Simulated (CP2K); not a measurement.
**Ru under changes of volume**

One of the cells (13.575 Å³/atom); the others are scaled copies at fixed shape and fractional positions:

```xyz
2
Lattice="2.7058 0.0000 0.0000 -1.3529 2.3433 0.0000 0.0000 0.0000 4.2819" Properties=species:S:1:pos:R:3 pbc="T T T"
Ru    1.3529    0.7811    3.2114
Ru    0.0000    1.5622    1.0705
```

```yaml
Program: CP2K 2026.2
Functional: PBE
Potentials_or_basis: POTENTIAL_UZH Ru GTH-PBE-q16; TZVP-MOLOPT-PBE-GTH basis
Density_cutoff: 6123 eV
k_mesh: 11 × 11 × 6
Occupations: fermi-dirac, width 0.05 eV
Spin: no spin polarisation
```

```csv
volume (Å³/atom),energy over the lowest point (meV/atom),pressure (GPa)
12.760,?,?
13.032,57.07,23.0
13.303,25.32,14.8
13.575,6.77,7.4
13.846,0.00,0.8
14.118,3.73,-5.0
14.389,16.82,-10.2
```

What does the run at 12.760 Å³/atom give?

Energy over the lowest point 103.65 meV/atom; pressure 32.3 GPa.

Worked out: A Birch-Murnaghan fit of order 3 (a polynomial in V^(-2/3)) to the other rows has its minimum at 13.88 Å³/atom with B0 = V·E''(V) = 312 GPa and B' = 4.9 at fixed shape and positions, which overstates the stiffness. It gives 103.80 meV/atom at 12.760 Å³/atom, against the run's 103.65, and -dE/dV = 32.3 GPa, against 32.3.

Energies are extrapolated to zero smearing.

Caveats: the basis of atomic orbitals isn't converged, which shifts pressures, moduli and gaps.
